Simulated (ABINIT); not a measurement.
# TiB2 (P6/mmm) in ABINIT: settings compared, part 2 of 2

ABINIT 10.8.3 (patched build). The steps go on from the part before.

### 4 Relaxation of cell and atoms, LDA

run.abi reads:

```
pp_dirpath "./"
pseudos "Ti.hgh, B.hgh"

acell 3.0292 3.0292 3.2284 Angstrom
rprim
     1.0000000000     0.0000000000     0.0000000000
    -0.5000000000     0.8660254038     0.0000000000
     0.0000000000     0.0000000000     1.0000000000
ntypat 2
znucl 22 5
natom 3
typat 1 2 2
chkprim 0
chksymtnons 0
tolsym 1.0e-6
xred
            0.0            0.0            0.0
            2/3            1/3            1/2
            1/3            2/3            1/2

ecut 38.0
ecutsm 0.5

kptopt 1
ngkpt 8 8 6
nshiftk 1
shiftk 0.0 0.0 0.0

ixc 7

nband 9
occopt 3
tsmear 0.05 eV

nstep 80
tolvrs 1.0e-12

iomode 3
prteig 0
prtebands 0
prtwf 0
prtden 0

ionmov 2
optcell 2
ntime 50
tolmxf 2.0e-5
dilatmx 1.08
```

Potentials or basis: HGH LDA.

Run with:

```console
$ mpirun --bind-to none -np 4 abinit run.abi > log 2>&1
```

run.abo:

```text
.Version 10.8.3 of ABINIT
 Symmetries : space group P6/m m m (#191); Bravais hP (primitive hexag.)
================================================================================
 Values of the parameters that define the memory need of the present run
     intxc =       0    ionmov =       2      iscf =       7    lmnmax =       6
     lnmax =       6     mgfft =      40  mpssoang =       3    mqgrid =    3001
     natom =       3  nloc_mem =       1    nspden =       1   nspinor =       1
    nsppol =       1      nsym =      24    n1xccc =       0    ntypat =       2
    occopt =       3   xclevel =       1
       mpw =        2472          nfft =       51840          nkpt =          40
================================================================================
================================================================================

--------------------------------------------------------------------------------
------------- Echo of variables that govern the present computation ------------
--------------------------------------------------------------------------------
 -outvars: echo values of preprocessed input variables --------
            acell      5.7243583806E+00  5.7243583806E+00  6.1007918249E+00 Bohr
              amu      4.78800000E+01  1.08110000E+01
          chkprim           0
      chksymtnons           0
          dilatmx      1.08000000E+00
             ecut      3.80000000E+01 Hartree
           ecutsm      5.00000000E-01 Hartree
           ionmov           2
              ixc           7
[... 765 lines left out ...]
psp_core            :  7.38981259336601E-01
local_psp           : -2.06250685006168E+00
non_local_psp       : -2.68681114607984E+00
internal            : -9.38401769953868E+00
'-kT*entropy'       : -3.51606378390185E-05
total_energy        : -9.38405286017652E+00
total_energy_eV     : -2.55353086930966E+02
band_energy         :  1.71035921155467E+00
...

 Cartesian components of stress tensor (hartree/bohr^3)
  sigma(1 1)= -1.09405878E-08  sigma(3 2)=  0.00000000E+00
  sigma(2 2)= -1.09407516E-08  sigma(3 1)=  0.00000000E+00
  sigma(3 3)=  9.06188179E-09  sigma(2 1)=  0.00000000E+00

-Cartesian components of stress tensor (GPa)         [Pressure=  1.2572E-04 GPa]
- sigma(1 1)= -3.21883205E-04  sigma(3 2)=  0.00000000E+00
- sigma(2 2)= -3.21888025E-04  sigma(3 1)=  0.00000000E+00
- sigma(3 3)=  2.66609767E-04  sigma(2 1)=  0.00000000E+00

== END DATASET(S) ==============================================================
================================================================================

 -outvars: echo values of variables after computation  --------
            acell      5.6293069863E+00  5.6293069864E+00  5.9068768924E+00 Bohr
           etotal     -9.3840528602E+00
            fcart      1.5944207873E-29  9.2053927075E-30 -0.0000000000E+00
                       1.5944207873E-29 -4.6026963537E-29 -0.0000000000E+00
                      -3.1888415747E-29  3.6821570830E-29 -0.0000000000E+00
            rprim      1.0000000000E+00  0.0000000000E+00  0.0000000000E+00
                      -4.9999999999E-01  8.6602540379E-01  0.0000000000E+00
                       0.0000000000E+00  0.0000000000E+00  1.0000000000E+00
           strten     -1.0940587753E-08 -1.0940751580E-08  9.0618817927E-09
                       0.0000000000E+00  0.0000000000E+00  0.0000000000E+00
           xangst     -6.5333015927E-29  1.8379457852E-29  0.0000000000E+00
                       1.4894504842E+00  8.5993463798E-01  1.5628923185E+00
                      -1.5953759168E-17  1.7198692760E+00  1.5628923185E+00
             xred     -1.8369738226E-29  7.1243623411E-30  0.0000000000E+00
                       6.6666666667E-01  3.3333333333E-01  5.0000000000E-01
                       3.3333333333E-01  6.6666666667E-01  5.0000000000E-01
 Calculation completed.
```

It took 36 s on 4 MPI ranks of AMD EPYC 7R43 (Zen 3), shared host; peak memory 0.28 GiB.

What came out:

- Free energy: -255.3531 eV
- Relaxed volume: 8.01 Å³/atom
- Relaxed cell: a = 2.979 Å, b = 2.979 Å, c = 3.126 Å, α = 90.00°, β = 90.00°, γ = 120.00°
- Space group after relaxing (to 0.05 Å): P6/mmm (No. 191)
- Energy gained by relaxing: 27.9 meV/atom
- Ionic steps: 6
- Pressure after relaxing: 0.0 GPa
- Band gap on the k mesh: none (metal or under the smearing width)

The path:
```
step  energy change (eV)  largest force (eV/Å)  pressure (GPa)  volume (Å³)
   1              0.0000                0.0000          -15.08        25.66
   2             -0.0738                0.0000           -4.52        24.49
   3             -0.0827                0.0000            0.51        24.00
   4             -0.0834                0.0000            0.32        24.00
   5             -0.0836                0.0000            0.01        24.02
   6             -0.0836                0.0000            0.00        24.02
```

Final structure:
```cif
data_structure
_symmetry_space_group_name_H-M 'P 1'
_symmetry_Int_Tables_number 1
_cell_length_a 2.9789
_cell_length_b 2.9789
_cell_length_c 3.1258
_cell_angle_alpha 90.000
_cell_angle_beta 90.000
_cell_angle_gamma 120.000
_cell_volume 24.02
loop_
_atom_site_label
_atom_site_type_symbol
_atom_site_fract_x
_atom_site_fract_y
_atom_site_fract_z
_atom_site_occupancy
Ti1 Ti 0.00000 0.00000 0.00000 1
B1 B 0.66667 0.33333 0.50000 1
B2 B 0.33333 0.66667 0.50000 1
```

Caveat: HGH potentials are hard and often keep d shells in the core, so these values are rough. Zero-point motion and thermal expansion aren't in these numbers.

### 5 Single point, LDA (cell relaxed)

run.abi reads:

```
# Pseudopotentials
pp_dirpath "./"
pseudos "Ti.hgh, B.hgh"

# Structure
acell 3*1.0
rprim
     5.6293069857     0.0000000000     0.0000000000
    -2.8146535023     4.8751228640     0.0000000000
     0.0000000000     0.0000000000     5.9068768942
ntypat 2
znucl 22 5
natom 3
typat 1 2 2
xred
     0.0000000000     0.0000000000     0.0000000000
     0.6666666700     0.3333333300     0.5000000000
     0.3333333300     0.6666666700     0.5000000000
chkprim 0
chksymtnons 0
tolsym 1.0e-6

# Plane-wave basis
ecut 1034.032677 eV

# k points
kptopt 1
ngkpt 8 8 6
nshiftk 1
shiftk 0.0 0.0 0.0

# Exchange and correlation
ixc 7

# Bands and occupations
nband 9
occopt 3
tsmear 0.05 eV

# SCF cycle
nstep 100
tolvrs 1.0e-10

# Output
iomode 3
prtwf 0
prtden 0
prteig 0
prtebands 0
enunit 1
```

Potentials or basis: HGH LDA.

Run with:

```console
$ mpirun --bind-to none -np 4 abinit run.abi > log 2>&1
```

run.abo:

```text
.Version 10.8.3 of ABINIT
 Symmetries : space group P6/m m m (#191); Bravais hP (primitive hexag.)
================================================================================
 Values of the parameters that define the memory need of the present run
     intxc =       0    ionmov =       0      iscf =       7    lmnmax =       6
     lnmax =       6     mgfft =      36  mpssoang =       3    mqgrid =    3001
     natom =       3  nloc_mem =       1    nspden =       1   nspinor =       1
    nsppol =       1      nsym =      24    n1xccc =       0    ntypat =       2
    occopt =       3   xclevel =       1
       mpw =        1830          nfft =       36864          nkpt =          40
================================================================================
================================================================================

--------------------------------------------------------------------------------
------------- Echo of variables that govern the present computation ------------
--------------------------------------------------------------------------------
 -outvars: echo values of preprocessed input variables --------
            acell      1.0000000000E+00  1.0000000000E+00  1.0000000000E+00 Bohr
              amu      4.78800000E+01  1.08110000E+01
          chkprim           0
      chksymtnons           0
             ecut      3.80000000E+01 Hartree
           enunit           1
              ixc           7
         kptrlatt        8    0    0      0    8    0      0    0    6
          kptrlen      3.54412614E+01
            natom           3
[... 189 lines left out ...]
psp_core            :  7.38981257958920E-01
local_psp           : -2.06263259170350E+00
non_local_psp       : -2.68694976833337E+00
internal            : -9.38405930924764E+00
'-kT*entropy'       : -3.51633484831820E-05
total_energy        : -9.38409447259613E+00
total_energy_eV     : -2.55354219262589E+02
band_energy         :  1.71032259240032E+00
...

 Cartesian components of stress tensor (hartree/bohr^3)
  sigma(1 1)=  2.60072688E-05  sigma(3 2)=  0.00000000E+00
  sigma(2 2)=  2.60072524E-05  sigma(3 1)=  0.00000000E+00
  sigma(3 3)=  3.03236801E-05  sigma(2 1)=  8.88693276E-12

-Cartesian components of stress tensor (GPa)         [Pressure= -8.0749E-01 GPa]
- sigma(1 1)=  7.65160264E-01  sigma(3 2)=  0.00000000E+00
- sigma(2 2)=  7.65159784E-01  sigma(3 1)=  0.00000000E+00
- sigma(3 3)=  8.92153469E-01  sigma(2 1)=  2.61462589E-07

== END DATASET(S) ==============================================================
================================================================================

 -outvars: echo values of variables after computation  --------
            acell      1.0000000000E+00  1.0000000000E+00  1.0000000000E+00 Bohr
           etotal     -9.3840944726E+00
            fcart     -1.0204293040E-27  8.8371769825E-27 -0.0000000000E+00
                      -1.0204293040E-27 -1.5906918574E-26 -0.0000000000E+00
                       2.0408586080E-27  7.0697415916E-27 -0.0000000000E+00
            rprim      5.6293069857E+00  0.0000000000E+00  0.0000000000E+00
                      -2.8146535023E+00  4.8751228640E+00  0.0000000000E+00
                       0.0000000000E+00  0.0000000000E+00  5.9068768942E+00
           strten      2.6007268761E-05  2.6007252430E-05  3.0323680077E-05
                       0.0000000000E+00  0.0000000000E+00  8.8869327609E-12
           xangst      0.0000000000E+00  0.0000000000E+00  0.0000000000E+00
                       1.4894504823E+00  8.5993463941E-01  1.5628923189E+00
                      -3.3338159480E-09  1.7198692788E+00  1.5628923189E+00
             xred      0.0000000000E+00  0.0000000000E+00  0.0000000000E+00
                       6.6666666667E-01  3.3333333333E-01  5.0000000000E-01
                       3.3333333333E-01  6.6666666667E-01  5.0000000000E-01
 Calculation completed.
```

It took 5.1 s on 4 MPI ranks of AMD EPYC 7R43 (Zen 3), shared host; peak memory 0.28 GiB.

Results:

| Item | Value |
| --- | --- |
| Free energy | -255.3542 eV |
| Pressure | -0.8 GPa |
| Band gap on the k mesh | none (metal or under the smearing width) |
| Valence electrons inside the program's atomic spheres | Ti 1.94; B 2.93 |

Stress tensor (GPa, compression positive):
```
-0.77  0.00  0.00
 0.00 -0.77  0.00
 0.00  0.00 -0.89
```

Caveat: HGH potentials are hard and often keep d shells in the core, so these values are rough.
